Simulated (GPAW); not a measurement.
# InPd: single point with PW91

Crystal: InPd.

```xyz
2
Lattice="0.0000 2.7461 2.7461 2.7461 0.0000 2.7461 2.7461 2.7461 0.0000" Properties=species:S:1:pos:R:3 pbc="T T T"
In    0.0000    0.0000    0.0000
Pd    2.7461    2.7461    2.7461
```

The cell was built by a generator and needn't be a form met in nature.

```
Program             : GPAW 26.7.0
Task                : single point
Functional          : PW91
Potentials or basis : PAW data sets generated in the run's folder for this functional
Cutoff              : 600 eV
Basis               : pw
k mesh              : 8 × 8 × 8
Occupations         : fermi-dirac, width 0.05 eV
Spin                : no spin polarisation
```

```
Pressure               : -0.4 GPa
Band gap on the k mesh : none (metal or under the smearing width)
```

Levels at points of the mesh, in eV from the Fermi level:
```csv
k point,band 12,band 13,band 14,band 15,band 16,band 17
"(0.00, 0.00, 0.00)",-2.84,-2.58,-2.58,5.34,5.34,5.34
"(0.50, 0.50, 0.00)",-2.38,-2.26,-2.26,-0.04,1.44,1.44
"(0.50, 0.50, 0.50)",-3.58,-2.47,-2.47,-1.40,7.23,7.23
```

It took 26 s on 1 thread of Arm Neoverse V2, with other jobs on the host, peak memory 0.17 GiB.
